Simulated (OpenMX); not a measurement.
**BN under changes of volume**

One of the cells (6.078 Å³/atom); the others are scaled copies at fixed shape and fractional positions:

```
N B
1.0
     0.00000    1.82501    1.82501
     1.82501    0.00000    1.82501
     1.82501    1.82501    0.00000
N B
1 1
Cartesian
  0.9125 0.9125 0.9125
  0.0000 0.0000 0.0000
```

The cell is a database's computed one.

```yaml
Program: OpenMX 3.8.5
Functional: PBE
Potentials_or_basis: OpenMX 2013 PBE set, N6.0-s2p2d1, B7.0-s2p2d1, fixed grid of 25 × 25 × 25 points
k_mesh: 13 × 13 × 13
Occupations: fermi-dirac, width 0.05 eV
Spin: no spin polarisation
```

```tsv
volume (Å³/atom)	energy over the lowest point (meV/atom)	gap on the mesh (eV)
5.602	27.42	4.74
5.721	11.11	4.73
5.840	?	?
6.078	0.00	4.68
6.198	7.11	4.66
6.317	18.89	4.64
```

What does the run at 5.840 Å³/atom give?

Energy over the lowest point 1.48 meV/atom; gap on the mesh 4.71 eV.

Worked out: A Birch-Murnaghan fit of order 3 (a polynomial in V^(-2/3)) to the other rows has its minimum at 5.97 Å³/atom with B0 = V·E''(V) = 371 GPa and B' = 3.6. It gives 1.50 meV/atom at 5.840 Å³/atom, against the run's 1.48. A straight line through the other rows of the gap, of slope -0.837 eV per unit of ln V, gives 4.71 eV, against the run's 4.71.

Energies are extrapolated to zero smearing.

Caveats: an odd mesh through Γ misses points on the zone boundary, where band edges often lie; the basis of atomic orbitals isn't converged, which shifts pressures, moduli and gaps.
